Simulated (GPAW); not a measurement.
Crystal: La2O3.

```
CELL_PARAMETERS angstrom
3.93078 0.00000 0.00000
-1.96539 3.40415 0.00000
0.00000 0.00000 6.11195
ATOMIC_POSITIONS crystal
La 0.33333 0.66667 0.24624
La 0.66667 0.33333 0.75376
O 0.00000 0.00000 0.00000
O 0.33333 0.66667 0.64589
O 0.66667 0.33333 0.35411
```

The cell is a database's computed one.

Base run:

```yaml
Program: GPAW 26.7.0
Functional: r2SCAN
Potentials_or_basis: GPAW PAW data sets (gpaw-data 1.2.1)
Cutoff: 800 eV
Basis: pw
k_mesh: 5 × 5 × 3
Occupations: fermi-dirac, width 0.05 eV
Spin: no spin polarisation
```

Its results: band gap on the k mesh 4.44 eV, indirect (least direct gap 4.58 eV); pressure 1.0 GPa; largest force 0.069 eV/Å.

Task: The run is repeated on the same cell with these changes: functional from r2SCAN to LDA; potentials or basis from GPAW PAW data sets (gpaw-data 1.2.1) to the program's PAW data sets (release 1.2.1) made for this functional. What comes out?

Result: Band gap on the k mesh 3.93 eV, indirect (least direct gap 4.05 eV); pressure -6.0 GPa; largest force 0.142 eV/Å.

Caveats: one-centre terms of the f shell are cut off; spin-orbit coupling is left out, which moves the levels of the heavy elements; the mesh misses the band edges, which the band path finds closer together; the PAW data sets were made with another functional, which shifts forces and pressure a little (some runs).

Not every run made on this cell is shown here.
